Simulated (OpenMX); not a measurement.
**Ti under changes of volume**

One of the cells (17.636 Å³/atom); the others are scaled copies at fixed shape and fractional positions:

```
CELL_PARAMETERS angstrom
2.95000 0.00000 0.00000
-1.47500 2.55477 0.00000
0.00000 0.00000 4.68000
ATOMIC_POSITIONS crystal
Ti 0.66667 0.33333 0.75000
Ti 0.33333 0.66667 0.25000
```

| Property | Result |
| --- | --- |
| Program | OpenMX 3.8.5 |
| Functional | PBE |
| Potentials or basis | OpenMX 2013 PBE set, Ti9.0-s3p2d1, fixed grid of 30 × 30 × 56 points |
| k mesh | 11 × 11 × 7 |
| Occupations | fermi-dirac, width 0.05 eV |
| Spin | no spin polarisation |

```tsv
volume (Å³/atom)	energy over the lowest point (meV/atom)	largest force (eV/Å)
16.577	22.43	0.045
16.930	8.93	0.044
17.283	1.61	0.042
17.636	0.00	0.040
17.988	3.53	0.039
18.341	?	?
18.694	24.14	0.037
```

Question: What does the run at 18.341 Å³/atom give?

Answer: Energy over the lowest point 11.70 meV/atom; largest force 0.038 eV/Å.

Worked out: A Birch-Murnaghan fit of order 3 (a polynomial in V^(-2/3)) to the other rows has its minimum at 17.57 Å³/atom with B0 = V·E''(V) = 118 GPa and B' = 3.8 at fixed shape and positions, which overstates the stiffness. It gives 11.71 meV/atom at 18.341 Å³/atom, against the run's 11.70.

Energies are extrapolated to zero smearing.

Caveats: the transition metal has a single d function, too few for pressures, volumes and moments; the basis of atomic orbitals isn't converged, which shifts pressures, moduli and gaps.
